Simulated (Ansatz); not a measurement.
## Zr in Ansatz: the effect of Hubbard term

The system is Zr.

```
CELL_PARAMETERS angstrom
3.23200 0.00000 0.00000
-1.61600 2.79899 0.00000
0.00000 0.00000 5.14700
ATOMIC_POSITIONS crystal
Zr 0.66667 0.33333 0.75000
Zr 0.33333 0.66667 0.25000
```

Alike in all runs:

- Program: Ansatz 0.2.0
- Task: single point
- Functional: PBEsol
- Potentials or basis: all-electron LAPW, scalar-relativistic
- Cutoff: 174 eV (chosen from the basis error)
- Basis error allowed: 0.001 eV/atom
- k mesh: 9 × 9 × 5
- Occupations: fermi-dirac, width 0.05 eV
- Spin: no spin polarisation

```tsv
Hubbard term	pressure (GPa)
none	-3.3
Zr d U = 2 eV	-1.0
Zr d U = 3 eV	0.2
Zr d U = 4 eV	?
Zr d U = 5 eV	2.8
Zr d U = 6 eV	8.9
Zr d U = 8 eV	22.9
```

What does the run with Hubbard term Zr d U = 4 eV give?

Pressure 1.5 GPa.

Worked out: A parabola through the other rows of the pressure, of slope 3.03 GPa per eV there, gives 1.3 GPa, against the run's 1.5.

Caveats: U is the effective U less J, on atomic orbitals that reach past the spheres (some runs); U without spin polarisation on a metal has little footing (some runs); the U is typed as a test and isn't derived for this compound (some runs).
